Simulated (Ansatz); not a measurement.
# SiNi3: the cost of one run

Method: DFT PBE, scalar-relativistic, plane waves, PAW, in Ansatz 0.2.0.

1 further run of the same task is left out (it didn't finish).

## Step 1: Starting point

Symmetry: Pm-3m, No. 221, cubic system. The conventional cell has a = 3.506 Å, b = 3.506 Å, c = 3.506 Å, α = 90.00°, β = 90.00°, γ = 90.00°. Around Si (site symmetry m-3m) lie 12 Ni at 2.48 Å. Ni (site symmetry 4/mmm) has 4 Si at 2.48 Å and 8 Ni at 2.48 Å as nearest neighbours.

Structure file:

```xyz
4
Lattice="3.5063 0.0000 0.0000 0.0000 3.5063 0.0000 0.0000 0.0000 3.5063" Properties=species:S:1:pos:R:3 pbc="T T T"
Si    0.0000    0.0000    0.0000
Ni    0.0000    1.7532    1.7532
Ni    1.7532    0.0000    1.7532
Ni    1.7532    1.7532    0.0000
```

The cell was relaxed beforehand at this level, from a generated guess; it needn't be the stable form of this composition. At a tolerance of 0.05 Å it has space group Pm-3m (No. 221); it has 10.78 Å³/atom, an uncorrected energy of -0.46 eV/atom over the elements.

## Step 2: Static run: bands, density of states and charges

input.yaml

```yaml
crystal:
  lattice:
    - [3.5063093102, 0.0, 0.0]
    - [0.0, 3.5063093102, 0.0]
    - [0.0, 0.0, 3.5063093102]
  atoms:
    - { symbol: Si, position: [0.0, 0.0, 0.0] }
    - { symbol: Ni, position: [0.0, 0.5, 0.5] }
    - { symbol: Ni, position: [0.5, 0.0, 0.5] }
    - { symbol: Ni, position: [0.5, 0.5, 0.0] }
basis:
  ecutwfc: 420
kpoints:
  mp_grid: { grid: [14, 14, 14] }
  band_path:
    path:
      - [[0.0, 0.0, 0.0], [0.0, 0.5, 0.0], [0.5, 0.5, 0.0], [0.0, 0.0, 0.0], [0.5, 0.5, 0.5], [0.0, 0.5, 0.0]]
      - [[0.5, 0.5, 0.5], [0.5, 0.5, 0.0]]
    npoints: 14
hamiltonian:
  xc: pbe
scf:
  occupations: { method: gaussian, width: 0.1 }
  n_extra_bands: 10
output:
  forces: true
  stress: true
  eigenvalues: true
  populations: true
  dos: { projected: true, de: 0.02, nscf_kmesh: { grid: [17, 17, 17] } }
  bader: true
  write_density: true
  write_potential: true
  elf: true
  volumetric_format: npy
```

On the command line:

```sh
$ ansatz run input.yaml --threads 1 --pin off --max-ram 2560MiB --backend cpu --events-out ev --progress --plain --runs-dir out
```

What time and memory should one allow on 1 thread of Arm Neoverse V1, shared host?

About 50 s, with a peak of 0.43 GiB.
